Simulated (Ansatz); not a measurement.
Crystal: Tb.

```
Tb
1.0
     3.60100    0.00000    0.00000
    -1.80050    3.11856    0.00000
     0.00000    0.00000    5.69360
Tb
2
Cartesian
  1.8005 1.0395 4.2702
  0.0000 2.0790 1.4234
```

Alike in all runs: program Ansatz 0.2.0; functional PBE; potentials or basis Ansatz PAW; cutoff 420 eV (not typed: the program's choice for these potentials); k mesh 7 × 7 × 4; occupations fermi-dirac, width 0.05 eV; hubbard terms Tb f U = 6 eV.

The same cell was started in several ways:

| start | free energy over the lowest (meV/atom) | net moment (μB) | site or absolute moments (μB) | gap |
| --- | --- | --- | --- | --- |
| collinear spin, ferrimagnetic start of up to 6 μB | 34.4 | 0.00 | Tb +6.33, -6.33 | none (metal or under the smearing width) |
| collinear spin, ferromagnetic start of up to 6 μB | 0.0 | 13.60 | Tb +6.48 | none (metal or under the smearing width) |
| collinear spin, antiferromagnetic start of up to 6 μB | 34.4 | 0.00 | Tb +6.33, -6.33 | none (metal or under the smearing width) |
| no spin polarisation | 6948.2 | - | - | none (metal or under the smearing width) |
| collinear spin, random start of up to 5.03 μB | 34.4 | 0.00 | Tb -6.33, +6.33 | none (metal or under the smearing width) |

The spin-polarised runs without a constraint all converged, yet they end up to 34 meV/atom apart: a converged run can sit in a state that isn't the lowest. Allowing spin polarisation gains 6948 meV/atom. A still lower state may exist.

Caveats: the magnetic or orbital state may not be the lowest; spin-orbit coupling is left out, which moves the levels of the heavy elements (some runs); U without spin polarisation on a metal has little footing (some runs).
